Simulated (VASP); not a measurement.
# Pt (Fm-3m) in VASP: notebook

Runs on Pt. Level: PBE. Tasks: relaxation of cell and atoms, vibrations by finite differences.

Everything below comes from runs of VASP 6.6.1. Logs are shortened: lines on timing, memory, paths and dates and some standing lists are left out, and cuts for length are marked.

### Step 1. The structure

The structure is cubic, space group Fm-3m (No. 225). The conventional cell has a = 3.922 Å, b = 3.922 Å, c = 3.922 Å, α = 90.00°, β = 90.00°, γ = 90.00°. Pt (site symmetry m-3m) is surrounded by 12 Pt at 2.77 Å.

### Step 2. Relaxation of cell and atoms, PBE

INCAR

```
SYSTEM = Pt
PREC = Accurate
ENCUT = 520
EDIFF = 1E-7
ISMEAR = 1
SIGMA = 0.2
LREAL = .False.
LASPH = .True.
NELM = 80
ALGO = Fast
ISIF = 3
LWAVE = .False.
LCHARG = .False.
GGA = PE
IBRION = 2
NSW = 80
EDIFFG = -0.002
```

KPOINTS

```
regular mesh
0
Gamma
  18 18 18
  0 0 0
```

POSCAR

```
Pt
1.0
    0.0000000000      1.9609000000      1.9609000000
    1.9609000000      0.0000000000      1.9609000000
    1.9609000000      1.9609000000      0.0000000000
Pt
1
Direct
    0.0000000000      0.0000000000      0.0000000000
```

Potentials or basis: VASP PAW PBE potentials, release 64 (Pt).

Run with:

```bash
$ cat potpaw_PBE.64/Pt/POTCAR > POTCAR
$ mpirun -np 1 vasp_std > vasp.out
```

OUTCAR:

```text
SYSTEM = Pt
   PREC = Accurate
   ENCUT = 520
   EDIFF = 1E-7
   ISMEAR = 1
   LREAL = .False.
   LASPH = .True.
   NELM = 80
   ISIF = 3
   GGA = PE
   IBRION = 2
   NSW = 80
   EDIFFG = -0.002

 ion  position               nearest neighbor table
   1  0.000  0.000  0.000-

  LATTYP: Found a face centered cubic cell.
 ALAT       =     3.9218000000

  Lattice vectors:

 A1 = (   0.0000000000,   1.9609000000,   1.9609000000)
 A2 = (   1.9609000000,   0.0000000000,   1.9609000000)
 A3 = (   1.9609000000,   1.9609000000,   0.0000000000)

Analysis of symmetry for initial positions (statically):
=====================================================================
 Subroutine PRICEL returns:
 Original cell was already a primitive cell.

 Routine SETGRP: Setting up the symmetry group for a
 face centered cubic supercell.

 Subroutine GETGRP returns: Found 48 space group operations
 (whereof 48 operations were pure point group operations)
 out of a pool of 48 trial point group operations.

The static configuration has the point symmetry O_h .

Analysis of symmetry for dynamics (positions and initial velocities):
=====================================================================
 Subroutine PRICEL returns:
 Original cell was already a primitive cell.

 Routine SETGRP: Setting up the symmetry group for a
 face centered cubic supercell.

 Subroutine GETGRP returns: Found 48 space group operations
 (whereof 48 operations were pure point group operations)
 out of a pool of 48 trial point group operations.

The dynamic configuration has the point symmetry O_h .

 Subroutine INISYM returns: Found 48 space group operations
 (whereof 48 operations are pure point group operations),
 and found     1 'primitive' translations

----------------------------------------------------------------------------------------

                                     Primitive cell

  volume of cell :      15.0798

  direct lattice vectors                    reciprocal lattice vectors
     0.000000000  1.960900000  1.960900000    -0.254984956  0.254984956  0.254984956
     1.960900000  0.000000000  1.960900000     0.254984956 -0.254984956  0.254984956
     1.960900000  1.960900000  0.000000000     0.254984956  0.254984956 -0.254984956

  length of vectors
     2.773131374  2.773131374  2.773131374     0.441646899  0.441646899  0.441646899

  position of ions in fractional coordinates (direct lattice)
     0.000000000  0.000000000  0.000000000

  ion indices of the primitive-cell ions
   primitive index   ion index
                 1           1

----------------------------------------------------------------------------------------

 KPOINTS: regular mesh

Automatic generation of k-mesh.
 Grid dimensions read from file:
 generate k-points for:   18   18   18

 Generating k-lattice:

  Cartesian coordinates                     Fractional coordinates (reciprocal lattice)
    -0.014165831  0.014165831  0.014165831     0.055555556  0.000000000  0.000000000
     0.014165831 -0.014165831  0.014165831     0.000000000  0.055555556  0.000000000
     0.014165831  0.014165831 -0.014165831     0.000000000  0.000000000  0.055555556

  Length of vectors
     0.024535939  0.024535939  0.024535939

  Shift w.r.t. Gamma in fractional coordinates (k-lattice)
     0.000000000  0.000000000  0.000000000

 Subroutine IBZKPT returns following result:
 ===========================================

 Found    195 irreducible k-points:

 Following reciprocal coordinates:
            Coordinates               Weight
  0.000000  0.000000  0.000000      1.000000
  0.055556  0.000000  0.000000      8.000000
  0.111111  0.000000  0.000000      8.000000
  0.166667  0.000000  0.000000      8.000000
  0.222222  0.000000  0.000000      8.000000
  0.277778  0.000000  0.000000      8.000000
[... 16 lines left out ...]
 -0.277778  0.055556  0.000000     24.000000
 -0.222222  0.055556  0.000000     24.000000
 [... further k-points ...]
   k-points           NKPTS =    195   k-points in BZ     NKDIM =    195   number of bands    NBANDS=      9
   number of dos      NEDOS =    301   number of ions     NIONS =      1
   total plane-waves  NPLWV =  13824
   dimension x,y,z NGX =    24 NGY =   24 NGZ =   24
   dimension x,y,z NGXF=    48 NGYF=   48 NGZF=   48
   ions per type =               1
   NGX,Y,Z   is equivalent  to a cutoff of  14.39, 14.39, 14.39 a.u.
   NGXF,Y,Z  is equivalent  to a cutoff of  28.78, 28.78, 28.78 a.u.
 SYSTEM =  Pt
   PREC   = accura    normal or accurate (medium, high low for compatibility)
   ISTART =      0    job   : 0-new  1-cont  2-samecut
   ICHARG =      2    charge: 1-file 2-atom 10-const
   ISPIN  =      1    spin polarized calculation?
   LNONCOLLINEAR =      F non collinear calculations
   LSORBIT =      F    spin-orbit coupling
   LASPH  =      T    aspherical Exc in radial PAW
   ENCUT  =  520.0 eV  38.22 Ry    6.18 a.u.   5.16  5.16  5.16*2*pi/ulx,y,z
   NELM   =     80;   NELMIN=  2; NELMDL= -5     # of ELM steps
   EDIFF  = 0.1E-06   stopping-criterion for ELM
   LREAL  =      F    real-space projection
   EDIFFG = -.2E-02   stopping-criterion for IOM
   NSW    =     80    number of steps for IOM
   IBRION =      2    ionic relax: 0-MD 1-quasi-New 2-CG
   NFREE  =      1    steps in history (QN), initial steepest desc. (CG)
   ISIF   =      3    stress and relaxation
   ISYM   =      2    0-nonsym 1-usesym 2-fastsym
   POTIM  = 0.5000    time-step for ionic-motion
   TEBEG  =    0.0;   TEEND  =   0.0 temperature during run
   PSTRESS=    0.0 pullay stress
   NELECT =      10.0000    total number of electrons
   NUPDOWN=      -1.0000    fix difference up-down
   EMIN   =  10.00;   EMAX   =-10.00  energy-range for DOS
   EFERMI =   0.00;   METHOD = LEGACY
   ISMEAR =     1;   SIGMA  =   0.20  broadening in eV -4-tet -1-fermi 0-gaus
   EFERMI_NEDOS =   21; number of points for ismear=-14 and -15
   IALGO  =     68    algorithm
   IMIX   =      4    mixing-type and parameters
     AMIX     =   0.40;   BMIX     =  1.00
     AMIX_MAG =   1.60;   BMIX_MAG =  1.00
  volume/ion in A,a.u.               =      15.08       101.76
  Fermi-wavevector in a.u.,A,eV,Ry     =   1.427609  2.697791 27.729605  2.038068
  Thomas-Fermi vector in A             =   2.547760
   LORBIT       =      0    0 simple, 1 ext, 2 COOP (PROOUT), +10 PAW based schemes
   GGA     = PE    functional components
   LHFCALC =     F    Hartree Fock is set to
   AEXX    =    0.0000 exact exchange contribution
   IVDW    =     0    specifies the selected vdW correction
   LEPSILON=     F    determine dielectric tensor
   LRPA    =     F    only Hartree local field effects (RPA)
 conjugate gradient relaxation of ions
 non-spin polarized calculation
 RMM-DIIS sequential band-by-band and
 Methfessel and Paxton  Order N= 1 SIGMA  =   0.20
  energy-cutoff  :      520.00
  volume of cell :       15.08
 maximum number of plane-waves:       419
 NGX is ok and might be reduce to    24
   NGX = 11   NGY = 11   NGZ = 11

--------------------------------------- Ionic step        1  -------------------------------------------

 number of electron      10.0000000 magnetization

 Free energy of the ion-electron system (eV)
  ---------------------------------------------------
  ext. energy  EPLUGINS =         0.00000000
  ---------------------------------------------------
  free energy    TOTEN  =        -6.08038298 eV

  energy without entropy =       -6.07620757  energy(sigma->0) =       -6.07899118

------------------------ aborting loop because EDIFF is reached ----------------------------------------

  FORCE on cell =-STRESS in cart. coord.  units (eV):
  Direction    XX          YY          ZZ          XY          YZ          ZX
  --------------------------------------------------------------------------------------
  -------------------------------------------------------------------------------------
  Total        0.8911603      0.8911603      0.8911603     -0.0000000      0.0000000      0.0000000
  in kB       94.6825758     94.6825758     94.6825758     -0.0000000      0.0000000      0.0000000
  external PRESSURE =      94.6825758 kB  Pullay stress =       0.0000000 kB
[... 20 lines left out ...]
  energy  without entropy=       -6.0762075671  energy(sigma->0) =       -6.07899118

--------------------------------------- Ionic step        2  -------------------------------------------

 number of electron      10.0000001 magnetization

 E-fermi :   8.9933     XC(G=0): -12.7422

 val. band max:        8.9912890410   @ k =  -0.3333   0.3889   0.1111
 cond. band min:       8.9954331008   @ k =   0.4444   0.1111   0.0000
 fundamental gap:      0.0041440598
 Fermi energy:         8.9932520012

 k-point     1 :       0.0000    0.0000    0.0000
  band No.  band energies     occupation
      1       0.1269      2.00000
      2       5.9167      2.00000
      3       5.9167      2.00000
      4       5.9167      2.00000
      5       7.6634      2.00000
      6       7.6634      2.00000
      7      23.8992      0.00000
      8      28.1618      0.00000
      9      28.1618      0.00000
[... 265 lines left out ...]
 k-point    24 :      -0.2222    0.0556    0.0000
  band No.  band energies     occupation
      1       1.9776      2.00000
      2       5.5276      2.00000
      3       6.2468      2.00000
      4       6.3004      2.00000
      5       7.5268      2.00000
      6       8.0712      2.00000
      7      21.8928      0.00000
      8      25.2738      0.00000
      9      28.7138      0.00000

 [... further k-points ...]
[... 5 lines left out ...]
  --------------------------------------------------------------------------------------
  -------------------------------------------------------------------------------------
  Total       -1.8963056     -1.8963056     -1.8963056      0.0000000      0.0000000      0.0000000
  in kB     -177.5741380   -177.5741380   -177.5741380      0.0000000      0.0000000      0.0000000
  external PRESSURE =    -177.5741380 kB  Pullay stress =       0.0000000 kB
[... 51 lines left out ...]
  FREE ENERGIE OF THE ION-ELECTRON SYSTEM (eV)
  ---------------------------------------------------
  free  energy   TOTEN  =        -6.0954094532 eV

  energy  without entropy=       -6.0907616218  energy(sigma->0) =       -6.09386018

[... ionic steps 4 to 14 ...]

--------------------------------------- Ionic step       15  -------------------------------------------

 number of electron      10.0000002 magnetization

------------------------ aborting loop because EDIFF is reached ----------------------------------------

  FORCE on cell =-STRESS in cart. coord.  units (eV):
  Direction    XX          YY          ZZ          XY          YZ          ZX
  --------------------------------------------------------------------------------------
  -------------------------------------------------------------------------------------
  Total        0.0038447      0.0038447      0.0038447      0.0000000      0.0000000     -0.0000000
  in kB        0.3946625      0.3946625      0.3946625      0.0000000      0.0000000     -0.0000000
  external PRESSURE =       0.3946625 kB  Pullay stress =       0.0000000 kB
[... 55 lines left out ...]
  energy  without entropy=       -6.0908006522  energy(sigma->0) =       -6.09388881

--------------------------------------- Ionic step       17  -------------------------------------------

 number of electron      10.0000002 magnetization

 Free energy of the ion-electron system (eV)
  ---------------------------------------------------
  ext. energy  EPLUGINS =         0.00000000
  ---------------------------------------------------
  free energy    TOTEN  =        -6.09543343 eV

  energy without entropy =       -6.09080332  energy(sigma->0) =       -6.09389006

 E-fermi :  10.6103     XC(G=0): -13.2844

 val. band max:       10.6096995798   @ k =  -0.3889   0.3889   0.1667
 cond. band min:      10.6128027105   @ k =  -0.3333   0.3889   0.1111
 fundamental gap:      0.0031031307
 Fermi energy:        10.6102706918

 k-point     1 :       0.0000    0.0000    0.0000
  band No.  band energies     occupation
      1       0.7798      2.00000
      2       7.0306      2.00000
      3       7.0306      2.00000
      4       7.0306      2.00000
      5       9.0656      2.00000
      6       9.0656      2.00000
      7      25.3441      0.00000
      8      30.1156      0.00000
      9      30.1156      0.00000
[... 265 lines left out ...]
 k-point    24 :      -0.2222    0.0556    0.0000
  band No.  band energies     occupation
      1       2.7700      2.00000
      2       6.5682      2.00000
      3       7.4042      2.00000
      4       7.4678      2.00000
      5       8.8894      2.00000
      6       9.5302      2.00000
      7      24.1051      0.00000
      8      27.0860      0.00000
      9      31.3180      0.00000

 [... further k-points ...]
[... 5 lines left out ...]
  --------------------------------------------------------------------------------------
  -------------------------------------------------------------------------------------
  Total       -0.0000085     -0.0000085     -0.0000085      0.0000000     -0.0000000     -0.0000000
  in kB       -0.0008757     -0.0008757     -0.0008757      0.0000000     -0.0000000     -0.0000000
  external PRESSURE =      -0.0008757 kB  Pullay stress =       0.0000000 kB
[... 16 lines left out ...]
  FREE ENERGIE OF THE ION-ELECTRON SYSTEM (eV)
  ---------------------------------------------------
  free  energy   TOTEN  =        -6.0954334341 eV

  energy  without entropy=       -6.0908033159  energy(sigma->0) =       -6.09389006

 reached required accuracy - stopping structural energy minimisation
```

It took 1.7 min on 1 thread of Intel Xeon Platinum 8488C (Sapphire Rapids), shared host; peak memory 0.17 GiB.

What came out:

```yaml
Free_energy: -6.0954 eV
Relaxed_volume: 15.61 Å³/atom
Relaxed_cell: a = 2.805 Å, b = 2.805 Å, c = 2.805 Å, α = 60.00°, β = 60.00°, γ = 60.00°
Space_group_after_relaxing_to_0.05_Å: Fm-3m (No. 225)
Energy_gained_by_relaxing: 15.1 meV/atom
Ionic_steps: 17
Pressure_after_relaxing: 0.0 GPa
Band_gap_on_the_k_mesh: none (metal or under the smearing width)
```

The path:
| step | energy change (eV) | largest force (eV/Å) | pressure (GPa) | volume (Å³) |
| --- | --- | --- | --- | --- |
| 1 | 0.0000 | 0.0000 | 9.47 | 15.08 |
| 2 | 0.0765 | 0.0000 | -17.76 | 17.11 |
| 3 | -0.0150 | 0.0000 | -0.33 | 15.63 |
| 4 | -0.0151 | 0.0000 | -0.03 | 15.61 |
| 5 | -0.0150 | 0.0000 | 0.14 | 15.60 |
| 6 | -0.0150 | 0.0000 | 0.14 | 15.60 |
| 7 | -0.0150 | 0.0000 | 0.11 | 15.60 |
| 8 | -0.0150 | 0.0000 | 0.12 | 15.60 |
| 9 | -0.0150 | 0.0000 | 0.11 | 15.60 |
| 10 | -0.0150 | 0.0000 | 0.12 | 15.60 |
| 11 | -0.0150 | 0.0000 | 0.11 | 15.60 |
| 12 | -0.0150 | 0.0000 | 0.11 | 15.60 |
| 13 | -0.0150 | 0.0000 | 0.09 | 15.60 |
| 14 | -0.0150 | 0.0000 | 0.07 | 15.61 |
| 15 | -0.0151 | 0.0000 | 0.04 | 15.61 |
| 16 | -0.0150 | 0.0000 | -0.05 | 15.61 |
| 17 | -0.0151 | 0.0000 | 0.00 | 15.61 |

Final structure:
```
Pt
1.0
     0.00000    1.98363    1.98363
     1.98363    0.00000    1.98363
     1.98363    1.98363    0.00000
Pt
1
Direct
  0.00000 0.00000 0.00000
```

The run has no spin-orbit coupling, so splittings on Pt are missing. Zero-point motion and thermal expansion aren't in these numbers.

### Step 3. Relaxation of cell and atoms, PBE

This run uses another cell than the first one, of 15.61 Å³/atom, 1.035 times its volume.

INCAR is that of step 2.

KPOINTS is that of step 2.

POSCAR

```
Pt                                      
1.0
    0.0000000000      1.9836291765      1.9836291765
    1.9836291765      0.0000000000      1.9836291765
    1.9836291765      1.9836291765     -0.0000000000
  Pt            
     1
Direct
     0.0000000000000000    0.0000000000000000    0.0000000000000000
```

Potentials or basis: VASP PAW PBE potentials, release 64 (Pt).

Run with:

```bash
$ cat potpaw_PBE.64/Pt/POTCAR > POTCAR
$ mpirun -np 1 vasp_std > vasp.out
```

Run time: 22 s. Hardware: 1 thread of Intel Xeon Platinum 8488C (Sapphire Rapids), shared host; peak memory 0.16 GiB.

It converged, with:

```
Free energy             : -6.0959 eV
Pressure after relaxing : 0.0 GPa
Band gap on the k mesh  : none (metal or under the smearing width)
```

Final structure:
```
Pt
1.0
     0.00000    1.98363    1.98363
     1.98363    0.00000    1.98363
     1.98363    1.98363    0.00000
Pt
1
Direct
  0.00000 0.00000 0.00000
```

Levels at points of the mesh, in eV from the Fermi level:
```csv
k point,band 2,band 3,band 4,band 5,band 6,band 7,band 8,band 9
"(0.00, 0.00, 0.00)",-3.58,-3.58,-3.58,-1.54,-1.54,14.73,19.51,19.51
"(0.50, 0.00, 0.00)",-3.64,-3.64,-0.33,0.03,0.03,5.58,14.29,18.75
"(0.50, 0.50, 0.00)",-6.26,0.00,0.46,0.46,1.85,8.51,11.29,11.29
```

Caveat: the relaxation stopped at its first step, so nothing moved.

### Step 4. Vibrations by finite differences, PBE

This run uses another cell than the first one, of 15.61 Å³/atom, 1.035 times its volume.

INCAR

```
SYSTEM = Pt
PREC = Accurate
ENCUT = 520
EDIFF = 1E-8
ISMEAR = 1
SIGMA = 0.2
LREAL = .FALSE.
LASPH = .TRUE.
NELM = 80
ALGO = Fast
ISIF = 3
LWAVE = .FALSE.
LCHARG = .FALSE.
GGA = PE
NBANDS = 11
IBRION = 6
NFREE = 2
POTIM = 0.015
NSW = 1
```

KPOINTS

```
regular mesh
0
G
  18 18 18
  0 0 0
```

Edit POSCAR of step 3 so:

```diff
@@ -4,3 +4,3 @@
     1.9836291765      0.0000000000      1.9836291765
-    1.9836291765      1.9836291765     -0.0000000000
+    1.9836291765      1.9836291765      0.0000000000
   Pt
```

Run with:

```bash
$ cat potpaw_PBE.64/Pt/POTCAR > POTCAR
$ mpirun -np 1 vasp_std > vasp.out
```

Wall time 15 min (1 thread of Intel Xeon Platinum 8488C (Sapphire Rapids), shared host); peak memory 0.58 GiB.

Results (log left out):

| Property | Result |
| --- | --- |
| Elastic constants C11, C12, C44 | 307, 220, 59 GPa |
| Voigt bulk modulus | 249 GPa |

Elastic tensor in Voigt notation (GPa, in the Cartesian axes of the cell as first typed):
```
307 220 220   0   0   0
220 307 220   0   0   0
220 220 307   0   0   0
  0   0   0  59   0   0
  0   0   0   0  59   0
  0   0   0   0   0  59
```

Clamped-ion elastic tensor (GPa):
```
307 220 220   0   0   0
220 307 220   0   0   0
220 220 307   0   0   0
  0   0   0  59   0   0
  0   0   0   0  59   0
  0   0   0   0   0  59
```

Caveat: elastic constants of metals need much finer meshes, so these are rough. The run has no spin-orbit coupling, so splittings on Pt are missing.
